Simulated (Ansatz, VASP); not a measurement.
This is a calculation of TaN for Ansatz 0.2.0.

The input input.yaml:

```yaml
crystal:
  lattice:
    - [3.66304048, 0.0, 0.0]
    - [0.0, 3.66304048, 0.0]
    - [0.0, 0.0, 4.56049398]
  atoms:
    - { symbol: Ta, position: [0.0, 0.5, 0.0] }
    - { symbol: Ta, position: [0.5, 0.0, 0.5] }
    - { symbol: "N", position: [0.0, 0.0, 0.25] }
    - { symbol: "N", position: [0.0, 0.0, 0.75] }
hamiltonian:
  xc: pbe
  pseudopotentials: { kind: paw }
kpoints:
  mp_grid: { grid: [7, 7, 6] }
scf:
  occupations: { method: fermi_dirac, width: 0.05 }
output:
  forces: true
  stress: true
  eigenvalues: true
```

Potentials or basis: Ansatz PAW.

Run with:

```sh
$ ansatz run input.yaml --threads 1 --pin off --max-ram 3584MiB --backend cpu --events-out ev --progress --plain --runs-dir out
```

Q: Set up the same calculation for VASP 6.6.1. Potentials there: VASP PAW PBE potentials, release 64 (Ta_pv, N).

A: As run (the cutoff follows the program's own potentials):

Contents of INCAR:

```
PREC = Accurate
ENCUT = 520
EDIFF = 1E-7
ISMEAR = -1
SIGMA = 0.05
LREAL = F
LASPH = T
NELM = 80
ALGO = Normal
ISIF = 2
LWAVE = F
LCHARG = F
GGA = PE
NBANDS = 24
```

The input KPOINTS:

```
regular mesh
0
Gamma
  7 7 6
```

Contents of POSCAR:

```
TaN
1.0
    3.6630404800      0.0000000000      0.0000000000
    0.0000000000      3.6630404800      0.0000000000
    0.0000000000      0.0000000000      4.5604939800
Ta N
2 2
Direct
    0.0000000000      0.5000000000      0.0000000000
    0.5000000000      0.0000000000      0.5000000000
    0.0000000000      0.0000000000      0.2500000000
    0.0000000000      0.0000000000      0.7500000000
```

Potentials or basis: VASP PAW PBE potentials, release 64 (Ta_pv, N).

Command:

```sh
$ cat potpaw_PBE.64/Ta_pv/POTCAR potpaw_PBE.64/N/POTCAR > POTCAR
$ mpirun -np 1 vasp_std > vasp.out
```

Both were run:

|  | VASP | Ansatz | Ansatz less VASP |
| --- | --- | --- | --- |
| gap on the k mesh at the Fermi level (eV) | none | none | - |
| pressure (GPa) | -19.5 | -19.8 | -0.26 |
| largest component of the traceless stress (GPa) | 21.79 | 22.01 | +0.220 |

A gap of «none» marks a metal or a gap that the smearing closes. With one functional, cell and mesh, what is left measures potentials, basis and numerics. The two sets of potentials don't hold the same shells in valence.

Caveats: so large a pressure means that the cell lies far from this level's equilibrium, or that cutoff or potentials fall short; the pressure holds a Pulay correction of +0.3 GPa for the finite cutoff (Ansatz). The runs have no spin-orbit coupling, so splittings on Ta are missing.
